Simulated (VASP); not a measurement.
# Bi2Se3 (Paraguanajuatite) (R-3m) in VASP: equation of state

How stiff is Bi2Se3 (Paraguanajuatite) in PBEsol, and what volume does it want? The cell is scaled to several volumes.

Program: VASP 6.6.1. These are calculated values, not measurements. Logs are shortened: lines on timing, memory, paths and dates and some standing lists are left out, and cuts for length are marked.

## 1. The crystal as given

It takes space group R-3m (No. 166, trigonal). Conventional cell: a = 4.143 Å, b = 4.143 Å, c = 28.636 Å, α = 90.00°, β = 90.00°, γ = 120.00°. Bi (site symmetry 3m) is surrounded by 6 Se at 2.85 to 3.07 Å. Around Se (site symmetry 3m) lie 3 Bi at 2.85 Å. Around Se (site symmetry -3m) lie 6 Bi at 3.07 Å.

## 2. Equation of state, PBEsol, 26.68 Å³/atom (volume scaled by 0.94)

INCAR

```
  PREC = Accurate
  ENCUT = 520
  EDIFF = 1E-7
  ISMEAR = -1
  SIGMA = 0.05
  LREAL = False
  LASPH = True
  NELM = 100
  ALGO = Normal
  ISIF = 2
  LWAVE = False
  LCHARG = False
  GGA = PS
  NBANDS = 32
  KPAR = 2
```

KPOINTS

```
Automatic mesh
0
Gamma
  8 8 8
```

POSCAR

```
Bi2Se3
1.0
    2.0292126242      1.1715664548      9.3504759364
   -2.0292126242      1.1715664548      9.3504759364
    0.0000000000     -2.3431329097      9.3504759364
Bi Se
2 3
Direct
    0.5992000000      0.5992000000      0.5992000000
    0.4008000000      0.4008000000      0.4008000000
    0.7883000000      0.7883000000      0.7883000000
    0.2117000000      0.2117000000      0.2117000000
    0.0000000000      0.0000000000      0.0000000000
```

Potentials or basis: VASP PAW PBE potentials, release 64 (Bi_d, Se).

The run is started by

```
$ cat potpaw_PBE.64/Bi_d/POTCAR potpaw_PBE.64/Se/POTCAR > POTCAR
$ mpirun -np 2 vasp_std > vasp.out
```

OUTCAR:

```text
PREC = Accurate
   ENCUT = 520
   EDIFF = 1E-7
   ISMEAR = -1
   LREAL = False
   LASPH = True
   NELM = 100
   ISIF = 2
   GGA = PS

 Found     65 irreducible k-points:

 Following reciprocal coordinates:
            Coordinates               Weight
  0.000000  0.000000  0.000000      1.000000
  0.125000  0.000000  0.000000      6.000000
  0.250000  0.000000  0.000000      6.000000
  0.375000 -0.000000 -0.000000      6.000000
  0.500000  0.000000  0.000000      3.000000
  0.125000  0.125000  0.000000      6.000000
   k-points           NKPTS =     65   k-points in BZ     NKDIM =     65   number of bands    NBANDS=     32
   number of dos      NEDOS =    301   number of ions     NIONS =      5
   total plane-waves  NPLWV = 373248
   dimension x,y,z NGX =    72 NGY =   72 NGZ =   72
   dimension x,y,z NGXF=   144 NGYF=  144 NGZF=  144
   ions per type =               2   3
   NGX,Y,Z   is equivalent  to a cutoff of  12.42, 12.42, 12.42 a.u.
   NGXF,Y,Z  is equivalent  to a cutoff of  24.83, 24.83, 24.83 a.u.
 SYSTEM =  unknown system
   PREC   = accura    normal or accurate (medium, high low for compatibility)
   ISTART =      0    job   : 0-new  1-cont  2-samecut
   ICHARG =      2    charge: 1-file 2-atom 10-const
   ISPIN  =      1    spin polarized calculation?
   LNONCOLLINEAR =      F non collinear calculations
   LSORBIT =      F    spin-orbit coupling
   LASPH  =      T    aspherical Exc in radial PAW
   ENCUT  =  520.0 eV  38.22 Ry    6.18 a.u.  17.92 17.92 17.92*2*pi/ulx,y,z
   NELM   =    100;   NELMIN=  2; NELMDL= -5     # of ELM steps
   EDIFF  = 0.1E-06   stopping-criterion for ELM
   LREAL  =      F    real-space projection
   EDIFFG = 0.1E-05   stopping-criterion for IOM
   NSW    =      0    number of steps for IOM
   IBRION =     -1    ionic relax: 0-MD 1-quasi-New 2-CG
   NFREE  =      0    steps in history (QN), initial steepest desc. (CG)
   ISIF   =      2    stress and relaxation
   ISYM   =      2    0-nonsym 1-usesym 2-fastsym
   POTIM  = 0.5000    time-step for ionic-motion
   TEBEG  =    0.0;   TEEND  =   0.0 temperature during run
   PSTRESS=    0.0 pullay stress
   NELECT =      48.0000    total number of electrons
   NUPDOWN=      -1.0000    fix difference up-down
   EMIN   =  10.00;   EMAX   =-10.00  energy-range for DOS
   EFERMI =   0.00;   METHOD = LEGACY
   ISMEAR =    -1;   SIGMA  =   0.05  broadening in eV -4-tet -1-fermi 0-gaus
   EFERMI_NEDOS =   21; number of points for ismear=-14 and -15
   IALGO  =     38    algorithm
   IMIX   =      4    mixing-type and parameters
     AMIX     =   0.40;   BMIX     =  1.00
     AMIX_MAG =   1.60;   BMIX_MAG =  1.00
  volume/ion in A,a.u.               =      26.68       180.01
  Fermi-wavevector in a.u.,A,eV,Ry     =   1.164471  2.200532 18.449408  1.355993
  Thomas-Fermi vector in A             =   2.301009
   LORBIT       =      0    0 simple, 1 ext, 2 COOP (PROOUT), +10 PAW based schemes
   GGA     = PS    functional components
   LHFCALC =     F    Hartree Fock is set to
   AEXX    =    0.0000 exact exchange contribution
   IVDW    =     0    specifies the selected vdW correction
   LEPSILON=     F    determine dielectric tensor
   LRPA    =     F    only Hartree local field effects (RPA)
 non-spin polarized calculation
  energy-cutoff  :      520.00
  volume of cell :      133.38
 maximum number of plane-waves:      3617
   NGX = 35   NGY = 35   NGZ = 35

 number of electron      47.9999996 magnetization

 Free energy of the ion-electron system (eV)
  ---------------------------------------------------
  ext. energy  EPLUGINS =         0.00000000
  ---------------------------------------------------
  free energy    TOTEN  =       -21.94826376 eV

  energy without entropy =      -21.94787938  energy(sigma->0) =      -21.94807157

 E-fermi :   5.6645     XC(G=0):  -9.9632

 val. band max:        5.6226672267   @ k =   0.0000   0.0000   0.0000
 cond. band min:       5.7027918856   @ k =   0.0000   0.0000   0.0000
 fundamental gap:      0.0801246588
 Fermi energy:         5.6644842971

 k-point     1 :       0.0000    0.0000    0.0000
  band No.  band energies     occupation
      1     -17.5273      2.00000
      2     -17.5273      2.00000
      3     -17.5244      2.00000
      4     -17.5244      2.00000
      5     -17.5104      2.00000
      6     -17.5071      2.00000
[... 24 lines left out ...]
     31      11.2144      0.00000
     32      12.4423      0.00000

 k-point     2 :       0.1250    0.0000    0.0000
  band No.  band energies     occupation
      1     -17.5310      2.00000
      2     -17.5275      2.00000
      3     -17.5229      2.00000
      4     -17.5202      2.00000
      5     -17.5075      2.00000
      6     -17.5043      2.00000
[... 24 lines left out ...]
     31      10.8074      0.00000
     32      11.4261      0.00000

 k-point     3 :       0.2500    0.0000    0.0000
  band No.  band energies     occupation
      1     -17.5414      2.00000
      2     -17.5361      2.00000
      3     -17.5149      2.00000
      4     -17.5120      2.00000
      5     -17.5081      2.00000
      6     -17.5023      2.00000
[... 24 lines left out ...]
     31      10.0299      0.00000
     32      11.6218      0.00000

 k-point     4 :       0.3750   -0.0000   -0.0000
  band No.  band energies     occupation
      1     -17.5529      2.00000
      2     -17.5455      2.00000
      3     -17.5130      2.00000
      4     -17.5124      2.00000
      5     -17.5074      2.00000
      6     -17.5069      2.00000
[... 24 lines left out ...]
     31      10.2733      0.00000
     32      11.8677      0.00000

 k-point     5 :       0.5000    0.0000    0.0000
  band No.  band energies     occupation
      1     -17.5578      2.00000
      2     -17.5496      2.00000
      3     -17.5149      2.00000
      4     -17.5125      2.00000
      5     -17.5087      2.00000
      6     -17.5065      2.00000
[... 24 lines left out ...]
     31       9.9991      0.00000
     32      11.7366      0.00000

 k-point     6 :       0.1250    0.1250    0.0000
  band No.  band energies     occupation
      1     -17.5310      2.00000
      2     -17.5275      2.00000
      3     -17.5229      2.00000
      4     -17.5202      2.00000
      5     -17.5075      2.00000
      6     -17.5043      2.00000
[... 24 lines left out ...]
     31      10.9400      0.00000
     32      11.2975      0.00000

 [... further k-points ...]

------------------------ aborting loop because EDIFF is reached ----------------------------------------

  FORCE on cell =-STRESS in cart. coord.  units (eV):
  Direction    XX          YY          ZZ          XY          YZ          ZX
  --------------------------------------------------------------------------------------
  -------------------------------------------------------------------------------------
  Total        3.5170958      3.5170958      3.4495910      0.0000000     -0.0000000      0.0000000
  in kB       42.2488922     42.2488922     41.4379956      0.0000000     -0.0000000      0.0000000
  external PRESSURE =      41.9785933 kB  Pullay stress =       0.0000000 kB

 VOLUME and BASIS-vectors are now :
 -----------------------------------------------------------------------------
  energy-cutoff  :      520.00
  volume of cell :      133.38
      direct lattice vectors                 reciprocal lattice vectors
     2.029212624  1.171566455  9.350475936     0.246400990  0.142259678  0.035648809
    -2.029212624  1.171566455  9.350475936    -0.246400990  0.142259678  0.035648809
     0.000000000 -2.343132910  9.350475936     0.000000000 -0.284519356  0.035648809

 POSITION                                       TOTAL-FORCE (eV/Angst)
 -----------------------------------------------------------------------------------
      0.00000     -0.00000     16.80842         0.000000     -0.000000      0.367953
      0.00000     -0.00000     11.24301         0.000000      0.000000     -0.367953
      0.00000     -0.00000     22.11294         0.000000     -0.000000      0.601854
      0.00000     -0.00000      5.93849         0.000000      0.000000     -0.601854
      0.00000      0.00000      0.00000         0.000000      0.000000      0.000000
 -----------------------------------------------------------------------------------
    total drift:                                0.000000      0.000000      0.000000

  FREE ENERGIE OF THE ION-ELECTRON SYSTEM (eV)
  ---------------------------------------------------
  free  energy   TOTEN  =       -21.9482637569 eV

  energy  without entropy=      -21.9478793794  energy(sigma->0) =      -21.94807157
```

OSZICAR:

```text
N       E                     dE             d eps       ncg     rms          rms(c)
DAV:   1     0.475704584340E+03    0.47570E+03   -0.22995E+04  4160   0.158E+03
DAV:   2     0.341797312031E+02   -0.44152E+03   -0.42324E+03  4264   0.424E+02
DAV:   3    -0.202378210016E+02   -0.54418E+02   -0.51802E+02  5432   0.152E+02
DAV:   4    -0.225302928034E+02   -0.22925E+01   -0.22786E+01  4736   0.326E+01
DAV:   5    -0.226142952812E+02   -0.84002E-01   -0.83988E-01  5920   0.651E+00    0.536E+00
DAV:   6    -0.219575787562E+02    0.65672E+00   -0.83765E-01  5864   0.686E+00    0.341E+00
DAV:   7    -0.219476605109E+02    0.99182E-02   -0.32008E-01  4920   0.239E+00    0.164E+00
DAV:   8    -0.219485749623E+02   -0.91445E-03   -0.37484E-02  4904   0.109E+00    0.525E-01
DAV:   9    -0.219481832718E+02    0.39169E-03   -0.18148E-03  5352   0.389E-01    0.109E-01
DAV:  10    -0.219482418923E+02   -0.58620E-04   -0.83833E-04  4688   0.146E-01    0.433E-02
DAV:  11    -0.219482548650E+02   -0.12973E-04   -0.76684E-05  4984   0.568E-02    0.259E-02
DAV:  12    -0.219482634329E+02   -0.85679E-05   -0.23649E-05  4832   0.231E-02    0.640E-03
DAV:  13    -0.219482637955E+02   -0.36264E-06   -0.23078E-06  5840   0.139E-02    0.307E-03
DAV:  14    -0.219482637569E+02    0.38587E-07   -0.36265E-07  4328   0.350E-03
   1 F= -.21948264E+02 E0= -.21948072E+02  d E =-.384378E-03
```

It took 9.8 min on 2 MPI ranks of Intel Xeon 6975P-C (Granite Rapids), shared host; peak memory 0.82 GiB.

What came out:

- Free energy: -21.9483 eV
- Pressure: 4.2 GPa
- Largest force: 0.602 eV/Å
- Band gap on the k mesh: 0.08 eV, direct

Caveat: the PAW data sets were made with another functional, which shifts forces and pressure a little; spin-orbit coupling is left out, which as a rule narrows the gap of such compounds by several tenths of an eV.

## 3. Equation of state, PBEsol, 27.24 Å³/atom (volume scaled by 0.96)

INCAR is that of step 2.

KPOINTS is that of step 2.

POSCAR: that of step 2 with these lines changed.

```diff
@@ -2,5 +2,5 @@
 1.0
-    2.0292126242      1.1715664548      9.3504759364
-   -2.0292126242      1.1715664548      9.3504759364
-    0.0000000000     -2.3431329097      9.3504759364
+    2.0435033248      1.1798171946      9.4163265280
+   -2.0435033248      1.1798171946      9.4163265280
+    0.0000000000     -2.3596343894      9.4163265280
 Bi Se
```

Potentials or basis: VASP PAW PBE potentials, release 64 (Bi_d, Se).

The run is started by

```
$ cat potpaw_PBE.64/Bi_d/POTCAR potpaw_PBE.64/Se/POTCAR > POTCAR
$ mpirun -np 2 vasp_std > vasp.out
```

Wall time 7.6 min (2 MPI ranks of Intel Xeon 6975P-C (Granite Rapids), shared host); peak memory 0.81 GiB.

The run converged. Its results:

* Free energy: -22.0084 eV
* Pressure: 2.5 GPa
* Largest force: 0.414 eV/Å
* Band gap on the k mesh: 0.10 eV, direct

Caveat: the PAW data sets were made with another functional, which shifts forces and pressure a little; spin-orbit coupling is left out, which as a rule narrows the gap of such compounds by several tenths of an eV.

## 4. Equation of state, PBEsol, 27.81 Å³/atom (volume scaled by 0.98)

INCAR is that of step 3.

KPOINTS is that of step 3.

POSCAR: that of step 3 with these lines changed.

```diff
@@ -2,5 +2,5 @@
 1.0
-    2.0435033248      1.1798171946      9.4163265280
-   -2.0435033248      1.1798171946      9.4163265280
-    0.0000000000     -2.3596343894      9.4163265280
+    2.0575968965      1.1879541221      9.4812687632
+   -2.0575968965      1.1879541221      9.4812687632
+    0.0000000000     -2.3759082442      9.4812687632
 Bi Se
```

The run is started by

```
$ cat potpaw_PBE.64/Bi_d/POTCAR potpaw_PBE.64/Se/POTCAR > POTCAR
$ mpirun -np 2 vasp_std > vasp.out
```

Wall time 12 min (2 MPI ranks of Intel Xeon 6975P-C (Granite Rapids), shared host); peak memory 1 GiB.

Results (log left out):

```yaml
Free_energy: -22.0407 eV
Pressure: 1.1 GPa
Largest_force: 0.240 eV/Å
Band_gap_on_the_k_mesh: 0.12 eV, direct
```

Caveat: the PAW data sets were made with another functional, which shifts forces and pressure a little; spin-orbit coupling is left out, which as a rule narrows the gap of such compounds by several tenths of an eV.

## 5. Equation of state, PBEsol, 28.95 Å³/atom (volume scaled by 1.02)

INCAR is that of step 4.

KPOINTS is that of step 4.

POSCAR: that of step 4 with these lines changed.

```diff
@@ -2,5 +2,5 @@
 1.0
-    2.0575968965      1.1879541221      9.4812687632
-   -2.0575968965      1.1879541221      9.4812687632
-    0.0000000000     -2.3759082442      9.4812687632
+    2.0852189429      1.2039017179      9.6085493036
+   -2.0852189429      1.2039017179      9.6085493036
+    0.0000000000     -2.4078034360      9.6085493036
 Bi Se
```

The run is started by

```
$ cat potpaw_PBE.64/Bi_d/POTCAR potpaw_PBE.64/Se/POTCAR > POTCAR
$ mpirun -np 2 vasp_std > vasp.out
```

Run time: 9.2 min. Hardware: 2 MPI ranks of Intel Xeon 6975P-C (Granite Rapids), shared host; peak memory 1 GiB.

The run converged. Its results:

```yaml
Free_energy: -22.0334 eV
Pressure: -1.5 GPa
Largest_force: 0.107 eV/Å
Band_gap_on_the_k_mesh: 0.15 eV, direct
```

Caveat: the PAW data sets were made with another functional, which shifts forces and pressure a little; spin-orbit coupling is left out, which as a rule narrows the gap of such compounds by several tenths of an eV.

## 6. Equation of state, PBEsol, 29.51 Å³/atom (volume scaled by 1.04)

INCAR is that of step 5.

KPOINTS is that of step 5.

POSCAR: that of step 5 with these lines changed.

```diff
@@ -2,5 +2,5 @@
 1.0
-    2.0852189429      1.2039017179      9.6085493036
-   -2.0852189429      1.2039017179      9.6085493036
-    0.0000000000     -2.4078034360      9.6085493036
+    2.0987597050      1.2117194806      9.6709442292
+   -2.0987597050      1.2117194806      9.6709442292
+    0.0000000000     -2.4234389614      9.6709442292
 Bi Se
```

Potentials or basis: VASP PAW PBE potentials, release 64 (Bi_d, Se).

The run is started by

```
$ cat potpaw_PBE.64/Bi_d/POTCAR potpaw_PBE.64/Se/POTCAR > POTCAR
$ mpirun -np 2 vasp_std > vasp.out
```

Run time: 10 min. Hardware: 2 MPI ranks of Intel Xeon 6975P-C (Granite Rapids), shared host; peak memory 1 GiB.

The run converged. Its results:

| Property | Result |
| --- | --- |
| Free energy | -21.9986 eV |
| Pressure | -2.5 GPa |
| Largest force | 0.212 eV/Å |
| Band gap on the k mesh | 0.17 eV, direct |

Caveat: the PAW data sets were made with another functional, which shifts forces and pressure a little; spin-orbit coupling is left out, which as a rule narrows the gap of such compounds by several tenths of an eV.

## 7. Equation of state, PBEsol, 30.08 Å³/atom (volume scaled by 1.06)

INCAR is that of step 6.

KPOINTS is that of step 6.

POSCAR: that of step 6 with these lines changed.

```diff
@@ -2,5 +2,5 @@
 1.0
-    2.0987597050      1.2117194806      9.6709442292
-   -2.0987597050      1.2117194806      9.6709442292
-    0.0000000000     -2.4234389614      9.6709442292
+    2.1121279616      1.2194376472      9.7325442609
+   -2.1121279616      1.2194376472      9.7325442609
+    0.0000000000     -2.4388752945      9.7325442609
 Bi Se
```

The run is started by

```
$ cat potpaw_PBE.64/Bi_d/POTCAR potpaw_PBE.64/Se/POTCAR > POTCAR
$ mpirun -np 2 vasp_std > vasp.out
```

Run time: 13 min. Hardware: 2 MPI ranks of Intel Xeon 6975P-C (Granite Rapids), shared host; peak memory 0.99 GiB.

Results (log left out):

* Free energy: -21.9459 eV
* Pressure: -3.5 GPa
* Largest force: 0.342 eV/Å
* Band gap on the k mesh: 0.18 eV, direct

Caveat: the PAW data sets were made with another functional, which shifts forces and pressure a little; spin-orbit coupling is left out, which as a rule narrows the gap of such compounds by several tenths of an eV.

## 8. Equation of state, PBEsol

No new run: the results of the series are fitted here.

Results:

```yaml
Equilibrium_volume: 28.27 Å³/atom
Bulk_modulus_at_fixed_shape_and_positions: 64 GPa
Pressure_derivative_of_the_bulk_modulus: 4.5
```

Energy against volume, from the lowest point:
```csv
volume (Å³/atom),energy (meV/atom)
26.675,19.99
27.243,7.96
27.810,1.49
28.378,0.00
28.946,2.97
29.513,9.92
30.081,20.46
```

Caveat: the cell was scaled at fixed shape and fractional positions, which overstates the stiffness of a crystal with free parameters, most of all of layers and chains; the PAW data sets were made with another functional, which shifts forces and pressure a little; spin-orbit coupling is left out, which moves the levels of the heavy elements.
